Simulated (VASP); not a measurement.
# Sn (Im-3m) in VASP: notebook

One crystal, Sn, is run at these levels: PBE; tasks: single point.

Everything below comes from runs of VASP 6.6.1. Logs are shortened: lines on timing, memory, paths and dates and some standing lists are left out, and cuts for length are marked.

**1. The cell of the first run**

The structure is cubic, space group Im-3m (No. 229). Conventional cell: a = 3.806 Å, b = 3.806 Å, c = 3.806 Å, α = 90.00°, β = 90.00°, γ = 90.00°. Around Sn (site symmetry m-3m) lie 8 Sn at 3.30 Å.

This isn't the form of Sn at room conditions, which is tetragonal (white tin).

**2. Single point, PBE (strained and moved within the space group)**

Contents of INCAR:

```
SYSTEM = Sn
  PREC = Accurate
  ENCUT = 520
  EDIFF = 1E-6
  ISMEAR = 0
  SIGMA = 0.1
  LREAL = .False.
  LASPH = .True.
  NELM = 100
  ALGO = Normal
  ISIF = 2
  LWAVE = .False.
  LCHARG = .True.
  GGA = PE
  LELF = .True.
  LVHAR = .True.
  NBANDS = 13
```

Contents of KPOINTS:

```
regular mesh
0
Gamma
  16 16 16
  0 0 0
```

Contents of POSCAR:

```
Sn
1.0
   -1.9027798755      1.9027798755      1.9027798755
    1.9027798755     -1.9027798755      1.9027798755
    1.9027798755      1.9027798755     -1.9027798755
Sn
1
Direct
    0.0000000000      0.0000000000      0.0000000000
```

Potentials or basis: VASP PAW PBE potentials, release 64 (Sn_d).

On the command line:

```sh
$ cat potpaw_PBE.64/Sn_d/POTCAR > POTCAR
$ mpirun -np 1 vasp_std > vasp.out
```

OUTCAR:

```text
SYSTEM = Sn
   PREC = Accurate
   ENCUT = 520
   EDIFF = 1E-6
   ISMEAR = 0
   LREAL = .False.
   LASPH = .True.
   NELM = 100
   ISIF = 2
   GGA = PE

 ion  position               nearest neighbor table
   1  0.000  0.000  0.000-

  LATTYP: Found a body centered cubic cell.
 ALAT       =     3.8055597510

  Lattice vectors:

 A1 = (  -1.9027798755,   1.9027798755,   1.9027798755)
 A2 = (   1.9027798755,  -1.9027798755,   1.9027798755)
 A3 = (   1.9027798755,   1.9027798755,  -1.9027798755)

Analysis of symmetry for initial positions (statically):
=====================================================================
 Subroutine PRICEL returns:
 Original cell was already a primitive cell.

 Routine SETGRP: Setting up the symmetry group for a
 body centered cubic supercell.

 Subroutine GETGRP returns: Found 48 space group operations
 (whereof 48 operations were pure point group operations)
 out of a pool of 48 trial point group operations.

The static configuration has the point symmetry O_h .

Analysis of symmetry for dynamics (positions and initial velocities):
=====================================================================
 Subroutine PRICEL returns:
 Original cell was already a primitive cell.

 Routine SETGRP: Setting up the symmetry group for a
 body centered cubic supercell.

 Subroutine GETGRP returns: Found 48 space group operations
 (whereof 48 operations were pure point group operations)
 out of a pool of 48 trial point group operations.

The dynamic configuration has the point symmetry O_h .

 Subroutine INISYM returns: Found 48 space group operations
 (whereof 48 operations are pure point group operations),
 and found     1 'primitive' translations

----------------------------------------------------------------------------------------

                                     Primitive cell

  volume of cell :      27.5566

  direct lattice vectors                    reciprocal lattice vectors
    -1.902779876  1.902779876  1.902779876     0.000000000  0.262773433  0.262773433
     1.902779876 -1.902779876  1.902779876     0.262773433  0.000000000  0.262773433
     1.902779876  1.902779876 -1.902779876     0.262773433  0.262773433  0.000000000

  length of vectors
     3.295711420  3.295711420  3.295711420     0.371617753  0.371617753  0.371617753

  position of ions in fractional coordinates (direct lattice)
     0.000000000  0.000000000  0.000000000

  ion indices of the primitive-cell ions
   primitive index   ion index
                 1           1

[... 82 lines left out ...]
   NELECT =      14.0000    total number of electrons
   NUPDOWN=      -1.0000    fix difference up-down
   EMIN   =  10.00;   EMAX   =-10.00  energy-range for DOS
   EFERMI =   0.00;   METHOD = LEGACY
   ISMEAR =     0;   SIGMA  =   0.10  broadening in eV -4-tet -1-fermi 0-gaus
   EFERMI_NEDOS =   21; number of points for ismear=-14 and -15
   IALGO  =     38    algorithm
   IMIX   =      4    mixing-type and parameters
     AMIX     =   0.40;   BMIX     =  1.00
     AMIX_MAG =   1.60;   BMIX_MAG =  1.00
  volume/ion in A,a.u.               =      27.56       185.96
  Fermi-wavevector in a.u.,A,eV,Ry     =   1.306298  2.468545 23.217182  1.706415
  Thomas-Fermi vector in A             =   2.437110
   LORBIT       =      0    0 simple, 1 ext, 2 COOP (PROOUT), +10 PAW based schemes
   GGA     = PE    functional components
   LHFCALC =     F    Hartree Fock is set to
   AEXX    =    0.0000 exact exchange contribution
   IVDW    =     0    specifies the selected vdW correction
   LEPSILON=     F    determine dielectric tensor
   LRPA    =     F    only Hartree local field effects (RPA)
 non-spin polarized calculation
 Gauss-broadening in eV      SIGMA  =   0.10
  energy-cutoff  :      520.00
  volume of cell :       27.56
 maximum number of plane-waves:       767
 NGX is ok and might be reduce to    28
   NGX = 13   NGY = 13   NGZ = 13

 number of electron      13.9999996 magnetization

 Free energy of the ion-electron system (eV)
  ---------------------------------------------------
  ext. energy  EPLUGINS =         0.00000000
  ---------------------------------------------------
  free energy    TOTEN  =        -3.77399777 eV

  energy without entropy =       -3.77078924  energy(sigma->0) =       -3.77239350

 E-fermi :   7.8952     XC(G=0): -10.3026

 val. band max:        7.8799612541   @ k =  -0.3750   0.4375   0.3125
 cond. band min:       7.9292802396   @ k =   0.5000   0.5000   0.4375
 fundamental gap:      0.0493189854
 Fermi energy:         7.8952255556

 k-point     1 :       0.0000    0.0000    0.0000
  band No.  band energies     occupation
      1     -13.6264      2.00000
      2     -13.6264      2.00000
      3     -13.6264      2.00000
      4     -13.4937      2.00000
      5     -13.4937      2.00000
      6      -3.0609      2.00000
      7      15.7685      0.00000
      8      15.7685      0.00000
      9      15.7685      0.00000
     10      20.0125      0.00000
     11      20.0125      0.00000
     12      20.0125      0.00000
     13      20.5582      0.00000
[... 354 lines left out ...]
  band No.  band energies     occupation
      1     -13.6420      2.00000
      2     -13.5895      2.00000
      3     -13.5144      2.00000
      4     -13.5066      2.00000
      5     -13.4618      2.00000
      6       0.0198      2.00000
      7       6.9307      2.00000
      8       9.0824      0.00000
      9      12.6511      0.00000
     10      17.6425      0.00000
     11      18.8317      0.00000
     12      21.3908      0.00000
     13      23.9735      0.00000

 [... further k-points ...]

------------------------ aborting loop because EDIFF is reached ----------------------------------------

  FORCE on cell =-STRESS in cart. coord.  units (eV):
  Direction    XX          YY          ZZ          XY          YZ          ZX
  --------------------------------------------------------------------------------------
  -------------------------------------------------------------------------------------
  Total        0.0576584      0.0576584      0.0576584     -0.0000000     -0.0000000     -0.0000000
  in kB        3.3523334      3.3523334      3.3523334     -0.0000000     -0.0000000     -0.0000000
  external PRESSURE =       3.3523334 kB  Pullay stress =       0.0000000 kB

 VOLUME and BASIS-vectors are now :
 -----------------------------------------------------------------------------
  energy-cutoff  :      520.00
  volume of cell :       27.56
      direct lattice vectors                 reciprocal lattice vectors
    -1.902779876  1.902779876  1.902779876     0.000000000  0.262773433  0.262773433
     1.902779876 -1.902779876  1.902779876     0.262773433  0.000000000  0.262773433
     1.902779876  1.902779876 -1.902779876     0.262773433  0.262773433  0.000000000

 POSITION                                       TOTAL-FORCE (eV/Angst)
 -----------------------------------------------------------------------------------
      0.00000      0.00000      0.00000         0.000000      0.000000     -0.000000
 -----------------------------------------------------------------------------------
    total drift:                               -0.000000     -0.000000     -0.000000

  FREE ENERGIE OF THE ION-ELECTRON SYSTEM (eV)
  ---------------------------------------------------
  free  energy   TOTEN  =        -3.7739977735 eV

  energy  without entropy=       -3.7707892350  energy(sigma->0) =       -3.77239350
```

OSZICAR:

```text
N       E                     dE             d eps       ncg     rms          rms(c)
DAV:   1     0.804485732492E+02    0.80449E+02   -0.71573E+03  3823   0.160E+03
DAV:   2     0.182489497185E+01   -0.78624E+02   -0.76106E+02  4025   0.338E+02
DAV:   3    -0.366798693090E+01   -0.54929E+01   -0.54746E+01  4486   0.731E+01
DAV:   4    -0.378230341650E+01   -0.11432E+00   -0.11430E+00  4481   0.112E+01
DAV:   5    -0.378632291565E+01   -0.40195E-02   -0.40194E-02  5034   0.205E+00    0.129E+00
DAV:   6    -0.377707254545E+01    0.92504E-02   -0.10027E-02  4791   0.171E+00    0.713E-01
DAV:   7    -0.377411104810E+01    0.29615E-02   -0.65218E-03  4733   0.131E+00    0.971E-02
DAV:   8    -0.377399600221E+01    0.11505E-03   -0.63526E-04  4635   0.416E-01    0.224E-02
DAV:   9    -0.377399662244E+01   -0.62023E-06   -0.11022E-05  5182   0.415E-02    0.133E-02
DAV:  10    -0.377399769912E+01   -0.10767E-05   -0.18243E-06  4445   0.130E-02    0.114E-03
DAV:  11    -0.377399777350E+01   -0.74385E-07   -0.37001E-08  2550   0.268E-03
   1 F= -.37739978E+01 E0= -.37723935E+01  d E =-.320854E-02
```

Wall time 32 s (1 thread of Intel Xeon Platinum 8488C (Sapphire Rapids), shared host); peak memory 0.19 GiB.

Results:

```
Free energy            : -3.7740 eV
Pressure               : 0.3 GPa
Band gap on the k mesh : none (metal or under the smearing width)
```

**3. Single point, PBE (strained and moved within a subgroup)**

Contents of INCAR:

```
SYSTEM = Sn
PREC = Accurate ; ENCUT = 520
EDIFF = 1E-6 ; ISMEAR = 0
SIGMA = 0.1 ; LREAL = .FALSE.
LASPH = .TRUE. ; NELM = 100
ALGO = Fast ; ISIF = 2
LWAVE = .FALSE. ; LCHARG = .FALSE.
GGA = PE ; NBANDS = 13
```

Contents of KPOINTS:

```
regular mesh
0
G
  15 15 15
  0 0 0
```

Contents of POSCAR:

```
Sn
1.0
   -2.0489901564      1.8974180109      1.8974180109
    1.8974180109     -2.0489901564      1.8974180109
    1.8974180109      1.8974180109     -2.0489901564
Sn
1
Direct
    0.0000000000      0.0000000000      0.0000000000
```

Potentials or basis: VASP PAW PBE potentials, release 64 (Sn_d).

On the command line:

```sh
$ cat potpaw_PBE.64/Sn_d/POTCAR > POTCAR
$ mpirun -np 1 vasp_std > vasp.out
```

It took 99 s on 1 thread of Intel Xeon Platinum 8488C (Sapphire Rapids), shared host; peak memory 0.24 GiB.

It converged, with:

```
Free energy            : -3.7345 eV
Pressure               : 1.7 GPa
Band gap on the k mesh : none (metal or under the smearing width)
```

Stress tensor (GPa, compression positive):
```
1.69 2.56 2.56
2.56 1.69 2.56
2.56 2.56 1.69
```

Levels at points of the mesh, in eV from the Fermi level:
```
           k point  band 4  band 5  band 6  band 7  band 8  band 9  band 10  band 11
(0.00, 0.00, 0.00)  -21.43  -21.43  -11.13    6.74    6.74    9.71    11.10    11.37
```

**4. Single point, PBE (all atoms moved at random, cell strained at random)**

Contents of INCAR:

```
  PREC = Accurate
  ENCUT = 520
  EDIFF = 1E-6
  ISMEAR = 0
  SIGMA = 0.1
  LREAL = False
  LASPH = True
  NELM = 100
  ALGO = Fast
  ISIF = 2
  LWAVE = False
  LCHARG = False
  GGA = PE
  NBANDS = 13
```

Contents of KPOINTS:

```
regular mesh
0
Gamma
  14 14 14
```

Contents of POSCAR:

```
Sn
1.0
   -1.8956559847      1.9245115319      1.8879826448
    1.8927761139     -1.9244357458      1.8850269880
    1.8577629483      1.8865427094     -1.8879068587
Sn
1
Direct
    0.0000000000      0.0000000000      0.0000000000
```

On the command line:

```sh
$ cat potpaw_PBE.64/Sn_d/POTCAR > POTCAR
$ mpirun -np 1 vasp_std > vasp.out
```

Wall time 3.7 min (1 thread of Intel Xeon Platinum 8488C (Sapphire Rapids), shared host); peak memory 0.51 GiB.

The run converged. Its results:

| Property | Result |
| --- | --- |
| Free energy | -3.7774 eV |
| Pressure | 1.3 GPa |
| Band gap on the k mesh | none (metal or under the smearing width) |

Stress tensor (GPa, compression positive):
```
1.29 0.89 0.06
0.89 1.19 0.00
0.06 0.00 1.32
```

Levels at points of the mesh, in eV from the Fermi level:
```csv
k point,band 4,band 5,band 6,band 7,band 8,band 9,band 10,band 11
"(0.00, 0.00, 0.00)",-21.43,-21.42,-11.14,7.84,8.05,8.23,11.99,12.17
"(0.50, 0.00, 0.00)",-21.43,-21.34,-6.46,-4.48,3.72,5.63,8.03,8.51
"(0.00, 0.50, 0.00)",-21.43,-21.34,-6.34,-4.43,3.50,5.35,7.76,8.26
"(0.50, 0.50, 0.00)",-21.42,-21.35,-6.58,-4.50,3.81,5.57,8.18,8.38
"(0.00, 0.00, 0.50)",-21.43,-21.33,-6.26,-4.41,3.51,5.43,7.88,8.24
"(0.50, 0.00, 0.50)",-21.43,-21.34,-6.37,-4.44,3.53,5.36,7.78,8.27
"(0.00, 0.50, 0.50)",-21.43,-21.34,-6.46,-4.48,3.71,5.63,8.00,8.53
"(0.50, 0.50, 0.50)",-21.36,-21.35,-2.42,-0.66,-0.45,-0.31,3.78,3.91
```

**5. Single point, PBE (Sn replaced by C, lengths x 0.728, strained and moved within the space group)**

Contents of INCAR:

```
SYSTEM = C
ALGO     = Normal         ! electronic algorithm
EDIFF    = 1E-6           ! SCF threshold, eV
ENCUT    = 520            ! plane-wave cutoff, eV
GGA      = PE             ! functional
ISIF     = 2              ! what is computed and relaxed
ISMEAR   = 0              ! smearing method
LASPH    = .TRUE.         ! aspherical terms in the spheres
LCHARG   = .TRUE.         ! write CHGCAR
LELF     = .TRUE.         ! ELF
LREAL    = .FALSE.        ! projectors in reciprocal space
LVHAR    = .TRUE.       
LWAVE    = .FALSE.        ! write WAVECAR
NBANDS   = 8              ! bands
NELM     = 100            ! most SCF steps
PREC     = Accurate       ! precision mode
SIGMA    = 0.1            ! smearing width, eV
```

Contents of KPOINTS:

```
k-points
0
G
  20 20 20
  0 0 0
```

Contents of POSCAR:

```
C
1.0
   -1.4028104571      1.4028104571      1.4028104571
    1.4028104571     -1.4028104571      1.4028104571
    1.4028104571      1.4028104571     -1.4028104571
C
1
Direct
    0.0000000000      0.0000000000      0.0000000000
```

Potentials or basis: VASP PAW PBE potentials, release 64 (C).

On the command line:

```sh
$ cat potpaw_PBE.64/C/POTCAR > POTCAR
$ mpirun -np 1 vasp_std > vasp.out
```

Run time: 9.1 s. Hardware: 1 thread of Intel Xeon Platinum 8488C (Sapphire Rapids), shared host; peak memory 0.12 GiB.

Results (log left out):

```yaml
Free_energy: -4.2227 eV
Pressure: -31.3 GPa
Band_gap_on_the_k_mesh: none (metal or under the smearing width)
```

Levels at points of the mesh, in eV from the Fermi level:
```tsv
k point	band 1	band 2	band 3	band 4	band 5	band 6	band 7
(0.00, 0.00, 0.00)	-14.07	5.35	5.35	5.35	20.98	26.41	26.41
(0.50, 0.00, 0.00)	-7.94	-4.90	2.80	4.74	16.11	19.15	24.38
(0.50, 0.50, 0.50)	-3.79	-0.59	-0.59	-0.59	11.54	11.54	31.09
```

Caveat: the cell as given lies far from equilibrium; so large a pressure means that the cell lies far from this level's equilibrium, or that cutoff or potentials fall short.

**6. The runs side by side**

```tsv
potentials or basis	cell	k mesh	gap on the mesh (eV)	pressure (GPa)
VASP PAW PBE potentials, release 64 (Sn_d)	strained and moved within the space group	16 × 16 × 16	none	0.3
VASP PAW PBE potentials, release 64 (Sn_d)	strained and moved within a subgroup	15 × 15 × 15	none	1.7
VASP PAW PBE potentials, release 64 (Sn_d)	all atoms moved at random, cell strained at random	14 × 14 × 14	none	1.3
VASP PAW PBE potentials, release 64 (C)	Sn replaced by C, lengths x 0.728, strained and moved within the space group	20 × 20 × 20	none	-31.3
```

Alike in all rows: task single point; level PBE; no spin polarisation; cutoff (eV) 520; smearing gaussian 0.1 eV.

Caveats: the cell as given lies far from equilibrium (some runs); so large a pressure means that the cell lies far from this level's equilibrium, or that cutoff or potentials fall short (some runs).

Absolute energies hang on the potentials; compare differences alone.
